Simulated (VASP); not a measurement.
# Al: single point with PBE

Al:

```
Al
1.0
     0.00000    2.02034    2.02034
     2.02034    0.00000    2.02034
     2.02034    2.02034    0.00000
Al
1
Direct
  0.00000 0.00000 0.00000
```

| Item | Value |
| --- | --- |
| Program | VASP 6.6.1 |
| Task | single point |
| Functional | PBE |
| Potentials or basis | VASP PAW PBE potentials, release 64 (Al) |
| Cutoff | 700 eV |
| k mesh | 18 × 18 × 18 |
| Occupations | gaussian, width 0.1 eV |
| Spin | no spin polarisation |
| Further INCAR settings | ALGO = Normal; EDIFF = 1e-07; NBANDS = 8 |

| Property | Result |
| --- | --- |
| Pressure | 0.0 GPa |
| Band gap on the k mesh | none (metal or under the smearing width) |

Levels at points of the mesh, in eV from the Fermi level:
| k point | band 1 | band 2 | band 3 | band 4 | band 5 |
| --- | --- | --- | --- | --- | --- |
| (0.00, 0.00, 0.00) | -11.13 | 12.63 | 12.63 | 12.63 | 14.13 |
| (0.50, 0.00, 0.00) | -4.59 | -4.37 | 11.42 | 11.42 | 11.47 |
| (0.50, 0.50, 0.00) | -2.92 | -1.59 | 5.27 | 5.61 | 5.61 |

Run time: 31 s on 1 thread of Intel(R) Xeon(R) Platinum 8259CL CPU @ 2.50GHz (Skylake/Cascade Lake), with other jobs on the host, peak memory 0.17 GiB.
